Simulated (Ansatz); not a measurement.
**Heated and quenched cell Ga32As32**

Level of theory: DFT, PBEsol, PAW, plane waves (Ansatz).

Command (of this form; memory limits and the device number are left out):

```sh
ansatz run in.yaml --threads 8 --pin off --runs-dir r --events-out ev --progress --plain --backend cuda
```

The input less its lattice and atoms:

```yaml
accuracy: low
kpoints:
  mp_grid: { grid: [1, 1, 1] }
hamiltonian:
  xc: pbesol
scf:
  occupations: { method: fermi_dirac, width: 0.1 }
md:
  ensemble: nvt_langevin
  timestep: 2.5
  n_steps: 600
  temperature: 2500
  temperature_schedule: [{ n_steps: 240, end_temperature: 2500 }, { n_steps: 360, end_temperature: 300 }]
  friction: 0.02
  initial_velocities: maxwell_boltzmann
  seed: 1
```

Start:

```xyz
64
Lattice="11.4332 0.0000 0.0000 0.0000 11.4332 0.0000 0.0000 0.0000 11.4332" Properties=species:S:1:pos:R:3 pbc="T T T"
Ga    0.0772    0.0116   11.3285
Ga   11.4094    0.0632    5.8365
Ga   11.3630    5.7286   11.4279
Ga   11.3680    5.5559    5.6264
Ga    5.4684   11.2371   11.3917
Ga    5.8202    0.0414    5.6968
Ga    6.1851    5.7786   11.0914
Ga    5.9116    5.5808    5.6057
Ga    2.5472    3.0395   11.1466
Ga    2.9804    2.8652    5.8126
Ga    2.8175    8.7008   11.1661
Ga    2.8204    8.5403    5.6424
Ga    8.7644    3.0130    0.0842
Ga    8.6444    2.6366    5.9775
Ga    8.5419    8.4843   11.2601
Ga    8.4919    8.7908    5.5078
Ga    2.7670   11.3898    2.9210
Ga    3.0030   11.2568    8.7944
Ga    2.9117    5.8442    3.0062
Ga    2.8584    5.5531    8.7002
Ga    8.6325    0.1230    2.8105
Ga    8.5359   11.2553    8.4589
Ga    8.4573    5.4807    3.0221
Ga    8.7736    5.8268    8.4470
Ga    0.1500    2.8096    2.8455
Ga   11.3048    3.0363    8.6167
Ga   11.2674    8.4814    2.6562
Ga    0.1733    8.9125    8.7488
Ga    6.0332    2.9781    2.9361
Ga    5.5006    3.0371    8.6507
Ga    5.7877    8.7458    2.8999
Ga    5.8230    8.7559    8.5158
As    1.2895    1.4285    1.3875
As    1.5596    1.3086    7.2855
As    1.4895    7.2888    1.4731
As    1.3234    7.2361    7.1350
As    7.1563    1.5259    1.3710
As    7.2848    1.6419    7.2367
As    7.0755    7.1685    1.3433
As    7.0269    7.2752    6.9918
As    4.1930    4.5033    1.5493
As    4.1977    4.3447    7.0184
As    4.2307   10.1175    1.2846
As    4.3173    9.9064    7.2432
As   10.0573    4.5656    1.3828
As   10.0239    4.1813    6.9590
As   10.0257   10.5100    1.3360
As   10.2189   10.2652    6.9408
As    4.3504    1.4189    4.1338
As    4.2272    1.3959   10.1071
As    4.3260    7.0669    4.1352
As    4.4585    7.2117    9.7678
As   10.1828    1.2731    4.2277
As   10.0261    1.3081   10.0402
As   10.0199    6.8721    4.1504
As    9.7915    7.2528   10.2794
As    1.4395    4.3002    4.1977
As    1.5855    4.0202   10.0698
As    1.1642   10.1249    4.3014
As    1.3610   10.0692    9.9064
As    6.8011    4.6730    4.2455
As    6.9960    4.1638    9.9070
As    7.2354    9.9046    4.3005
As    7.0564    9.9271   10.0233
```

Some of the steps:

```
step  free energy without the kinetic part, less step 39 (eV)  temperature (K)  largest force component (eV/Å)
  39                                                    0.000             2712                            3.16
  79                                                    4.126             2305                            3.54
 119                                                    7.232             2311                            3.88
 159                                                    9.623             2551                            4.49
 199                                                   13.406             2511                            3.27
 239                                                   14.940             2540                            3.60
 279                                                   15.343             2406                            3.20
 319                                                   15.249             2466                            3.17
 359                                                   14.233             2079                            3.36
 399                                                   13.682             1551                            2.72
 439                                                   12.701             1280                            2.61
 479                                                   11.873             1140                            3.45
 519                                                   10.631              931                            1.82
 559                                                    8.403              747                            1.28
 599                                                    7.052              436                            0.92
```

Structure at step 319 of the program's count:

```xyz
64
Lattice="11.4332 0.0000 0.0000 0.0000 11.4332 0.0000 0.0000 0.0000 11.4332" Properties=species:S:1:pos:R:3 pbc="T T T"
Ga    0.0825    0.0031   10.4032
Ga   11.0855    0.5200    5.5603
Ga    0.0908    6.8799    1.5985
Ga    2.1346    6.6014    6.3616
Ga    6.0625    0.8387   10.7497
Ga    5.9650   11.2527    5.8514
Ga    6.3926    4.5915    0.4841
Ga    6.2161    5.8928    6.2857
Ga    2.5545    2.0539    1.8443
Ga    3.2306    4.1034    4.4887
Ga    3.3478    9.1000   11.0266
Ga    3.3442    8.5170    5.8813
Ga    7.6064    2.5239   10.0106
Ga    9.8195    3.8704    4.9252
Ga    8.7224    7.9418   11.1699
Ga    8.8891    9.0714    5.0311
Ga    3.4719   10.2394    3.1314
Ga    3.0416   11.4221    8.3653
Ga    2.5547    5.5216    2.7521
Ga    2.9321    4.4696    9.6951
Ga    7.3421    0.1971    2.7982
Ga    7.7969    1.1797    7.9219
Ga    7.7260    6.8626    2.0004
Ga    8.2203    5.4745    9.2588
Ga    0.1139    2.8231    2.4837
Ga   10.9204    2.9296    6.9548
Ga   11.4276    9.5736    2.3501
Ga    9.1969    8.2168    7.6957
Ga    5.6383    3.3913    4.0777
Ga    5.2845    3.0278    7.4858
Ga    5.6157    7.7735    2.4815
Ga    6.6851   10.6845    8.1329
As    1.2803   11.1735    1.1459
As    1.2612    1.5875    8.3183
As    3.1647    8.1385    1.9129
As    1.1218    6.5645    8.7495
As    7.6255    2.0642    1.5861
As    6.8739    2.3160    5.8033
As    6.2887    7.3893   11.0707
As    7.0401    7.6189    8.5695
As    4.5585    3.4235    1.8687
As    3.6718    5.2108    7.4304
As    3.9087    0.0816    0.3983
As    3.5372    9.1802    8.1333
As    9.9593    4.2651    1.2070
As   10.6493    6.0054    7.7296
As    9.4790   10.7493    1.5084
As    9.9867   11.0700    8.4916
As    3.5771    1.3158    5.9067
As    4.1465    2.2722    9.6216
As    4.5757    6.4620    4.4581
As    3.9446    6.5615    9.6146
As    9.4912    1.2012    3.4982
As   10.8646    2.7614   10.1402
As   10.2860    6.7601    3.9505
As   10.9524    7.0745   10.8630
As    0.4568    5.3349    4.7809
As    0.5797    4.8365   11.1266
As    1.4956   10.2150    4.5852
As    1.0683    8.8897   10.4413
As    7.5409    5.1210    3.7330
As    5.6763    4.6602    9.1900
As    6.2105    9.9009    3.7918
As    7.9267   10.2744   10.2642
```

End:

```xyz
64
Lattice="11.4332 0.0000 0.0000 0.0000 11.4332 0.0000 0.0000 0.0000 11.4332" Properties=species:S:1:pos:R:3 pbc="T T T"
Ga    0.0150    0.9600   10.2007
Ga   10.9480   11.3052    5.6749
Ga   11.0623    7.4482    1.6822
Ga    1.4025    7.3831    5.6454
Ga    6.6295    0.7130   10.7508
Ga    6.0541    0.4188    5.2705
Ga    6.8313    5.0960    1.4285
Ga    6.2825    5.0990    5.3586
Ga    1.9396    1.4014    2.4216
Ga    3.6691    2.9651    4.1009
Ga    3.7204    8.7599   11.0371
Ga    4.5968    9.6802    5.9851
Ga    6.8517    3.7488    9.1885
Ga    9.6021    2.1583    4.9266
Ga    8.7060    7.5703    0.9214
Ga    9.2997    8.0306    5.5210
Ga    2.9293    9.2609    2.3478
Ga    2.9696    0.0643    7.7021
Ga    3.1135    5.4398    3.0114
Ga    2.4191    3.6603    9.1585
Ga    6.4977    0.2702    2.3807
Ga    8.2723    0.8581    8.6860
Ga    7.6793    7.8554    3.4640
Ga    8.5693    6.2360    9.6475
Ga   11.2557    3.1498    2.2809
Ga    0.1645    3.0191    7.0731
Ga   10.8963    9.2932    3.5493
Ga    9.6044    8.3604    7.8763
Ga    6.1589    2.6031    3.4072
Ga    5.0292    3.0236    7.3139
Ga    4.9661    7.3084    2.3857
Ga    5.8467   11.0684    8.2965
As    1.9872    0.4009    0.1720
As    0.7435    0.7946    7.7965
As    2.0499    7.2212    1.2610
As    1.5637    6.7833    8.7038
As    8.3983    2.6171    0.5876
As    7.5091    2.0084    6.5374
As    5.6883    6.8945   11.4171
As    7.1066    7.9549    8.6446
As    4.6027    3.7874    1.7464
As    3.2178    4.7225    6.5432
As    4.4599   11.0403    0.4654
As    4.4048    8.5246    8.1686
As    9.3319    4.9597    0.5941
As   10.3936    4.9844    8.0115
As   10.5533   11.0947    1.1322
As    9.8011   10.2998    9.3174
As    3.5346    0.5342    5.3753
As    4.3021    1.7367    9.2860
As    4.4506    6.7647    4.9667
As    3.7078    5.7841    9.9048
As    9.4598    1.3180    2.5139
As    9.6794    2.6917    9.9023
As   10.6430    6.2560    4.1237
As   10.9608    7.8027    9.9272
As    0.8327    4.4839    4.8140
As    0.3071    4.8585   10.1289
As    1.8286   10.5171    4.1607
As    2.1489    9.2557    9.2372
As    8.1459    4.5419    3.6793
As    5.3118    5.5927    8.0207
As    5.6136    9.5493    3.7652
As    7.9256    9.3714   10.6894
```

The run ended as planned.

Time: 6.6 min of wall time on one NVIDIA GB300 with 8 processor threads, on a host shared with other runs; peak host memory 2.1 GiB.
